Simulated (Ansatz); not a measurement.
**The equilibrium volume of Nb, sorted by core time**

**What was measured.** The equilibrium volume of Nb (Im-3m) is reported as 17.9 Å³/atom (arxiv:1906.07796). The runs below try to reproduce it.

```cif
data_structure
_symmetry_space_group_name_H-M 'Im-3m'
_symmetry_Int_Tables_number 229
_cell_length_a 3.3279
_cell_length_b 3.3279
_cell_length_c 3.3279
_cell_angle_alpha 90.000
_cell_angle_beta 90.000
_cell_angle_gamma 90.000
_cell_volume 36.86
loop_
_atom_site_label
_atom_site_type_symbol
_atom_site_symmetry_multiplicity
_atom_site_Wyckoff_symbol
_atom_site_fract_x
_atom_site_fract_y
_atom_site_fract_z
_atom_site_occupancy
Nb1 Nb 2 a 0.00000 0.00000 0.00000 1
```

```csv
rung,level,program and potentials,cutoff (eV),k mesh,smearing,task,spin,core time,chip,equilibrium volume (Å³/atom),miss,notes
GGA,PBEsol,"Ansatz, Ansatz PAW",420,11 × 11 × 11,fermi-dirac 0.05,relaxation of cell and atoms,off,3.7 s,Intel Xeon,17.59,-1.7 %,"potentials made for PBE, which Ansatz adapts in part"
meta-GGA + dispersion,r2SCAN+D3(BJ),"Ansatz, Ansatz PAW",500,11 × 11 × 11,fermi-dirac 0.05,relaxation of cell and atoms,off,3.9 s,Intel Xeon 6975P-C Granite Rapids,17.78,-0.7 %,"potentials made for PBE, which Ansatz adapts in part"
GGA + dispersion,PBE+D3(BJ),"Ansatz, Ansatz PAW",420,11 × 11 × 11,fermi-dirac 0.05,relaxation of cell and atoms,off,4.1 s,Intel Xeon,17.50,-2.2 %,-
GGA + dispersion,PBEsol+D3(BJ),"Ansatz, Ansatz PAW",420,11 × 11 × 11,fermi-dirac 0.05,relaxation of cell and atoms,off,4.3 s,Intel Xeon,16.90,-5.6 %,"potentials made for PBE, which Ansatz adapts in part"
GGA + dispersion,BLYP+D4,"Ansatz, Ansatz PAW",420,11 × 11 × 11,fermi-dirac 0.05,relaxation of cell and atoms,off,5 s,Intel Xeon,18.28,+2.1 %,"potentials made for PBE, which Ansatz adapts in part"
GGA,BLYP,"Ansatz, Ansatz PAW",420,11 × 11 × 11,fermi-dirac 0.05,relaxation of cell and atoms,off,5.3 s,Intel Xeon,18.89,+5.5 %,"potentials made for PBE, which Ansatz adapts in part"
GGA + dispersion,BLYP+D3(BJ),"Ansatz, Ansatz PAW",420,11 × 11 × 11,fermi-dirac 0.05,relaxation of cell and atoms,off,5.8 s,Intel Xeon,17.11,-4.4 %,"potentials made for PBE, which Ansatz adapts in part"
GGA,PBE,"Ansatz, Ansatz PAW (files of its older set among them)",708,11 × 11 × 11,fermi-dirac 0.05,equation of state,off,5.8 s,Intel Xeon 6975P-C Granite Rapids,18.21,+1.7 %,-
GGA,PBEsol,"Ansatz, Ansatz PAW",420,11 × 11 × 11,fermi-dirac 0.05,equation of state,"SOC, no magnetisation",12 s,Intel Xeon 6975P-C Granite Rapids,17.59,-1.7 %,"potentials made for PBE, which Ansatz adapts in part"
meta-GGA,r2SCAN,"Ansatz, Ansatz PAW",500,11 × 11 × 11,fermi-dirac 0.05,equation of state,off,32 s,Intel Xeon Skylake/Cascade Lake,18.09,+1.1 %,"potentials made for PBE, which Ansatz adapts in part"
hybrid,HSE03,"Ansatz, Ansatz PAW",420,6 × 6 × 6,fermi-dirac 0.05,relaxation of cell and atoms,off,52 s,Intel Xeon,17.47,-2.4 %,"coarse mesh; potentials made for PBE, which Ansatz adapts in part"
```

Times are single runs on shared hosts and different chips, so they are rough; meshes, cutoffs and the tasks' sizes weigh on the time. Smearing widths are in eV. For a metal such meshes aren't converged. Meshes differ between rows, which moves values too. Meshes are those of the run's cell of 1 atom unless a note names another. Relaxations start from the cell shown or near it and stop with a little pressure left. The cell shown, of 18.43 Å³ an atom, is the runs' start and not the measured value. Misses use the values as printed. Runs on faulty files, with rough fits or with known faults for this quantity aren't shown.

By rung: GGA 17.59 to 18.89; GGA + dispersion 16.90 to 18.28; meta-GGA + dispersion 17.78; meta-GGA 18.09; hybrid on coarse meshes 17.47 (Å³/atom). Measured: 17.9 Å³/atom (arxiv:1906.07796). Closest, coarse meshes and atomic bases left aside, is r2SCAN+D3(BJ) (-0.7 %), and PBE misses by +1.7 % on plain settings. The runs are for a static lattice, while measurements hold temperature and zero-point motion.

Adding dispersion shrinks the cell for every functional tested, but brings it closer to experiment only for r2SCAN and BLYP, which start too large. PBE goes from slightly too large to too small, and PBEsol, already too small, falls to 16.90 Å³/atom. Cohesion in niobium comes mainly from a partly filled 4d band whose bonding states hold most of the d electrons, and a semilocal functional already describes this. Pairwise attraction between atoms is a poor picture of a metal, where itinerant electrons screen the fluctuating dipoles, so the good result of r2SCAN+D3(BJ) probably owes something to error compensation.

Among the plain GGAs, PBEsol gives a smaller volume than PBE because its weaker gradient enhancement favours denser structures. BLYP gives the largest, in keeping with a correlation part that misses the uniform electron gas limit, which matters for metals. Spin-orbit coupling leaves the PBEsol volume at 17.59 Å³/atom, so it has no visible part in the misses. A good volume alone doesn't establish that the elastic stiffness or the Fermi surface is equally well described.
